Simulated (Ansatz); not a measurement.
A crystal relaxed with r2SCAN in Ansatz 0.2.0 has space group P6_3mc (No. 186) and a = 3.808 Å, c = 12.466 Å.

```json
{"atom": "Xx", "site": "2b", "x": "0.6667", "y": "0.3333", "z": "0.7501"}
{"atom": "Xx", "site": "2a", "x": "0.0000", "y": "0.0000", "z": "0.5001"}
{"atom": "S", "site": "2b", "x": "0.6667", "y": "0.3333", "z": "0.9376"}
{"atom": "S", "site": "2a", "x": "0.0000", "y": "0.0000", "z": "0.6872"}
```

With r2SCAN the gap is 2.74 eV and direct, at Γ. With HSE06 the gap is 3.41 eV and direct, at Γ. Meshes: r2SCAN 12×12×2, HSE06 6×6×2. r2SCAN's ε∞ is 5.4 along all three axes, to this precision.

Problem. Which element is Xx?
A. Cd
B. Zn
C. Hg
D. Mg

Solution. B. Xx is Zn: ZnS (P6_3mc) from a database of computed structures. Zn has 4 S at 2.33–2.34 Å; Zn has 4 S at 2.33 Å; S has 4 Zn at 2.33–2.34 Å; S has 4 Zn at 2.33 Å.

Calculated for a static, non-magnetic cell.

The meshes of the hybrids are coarse, so their gaps aren't converged to the digits shown.
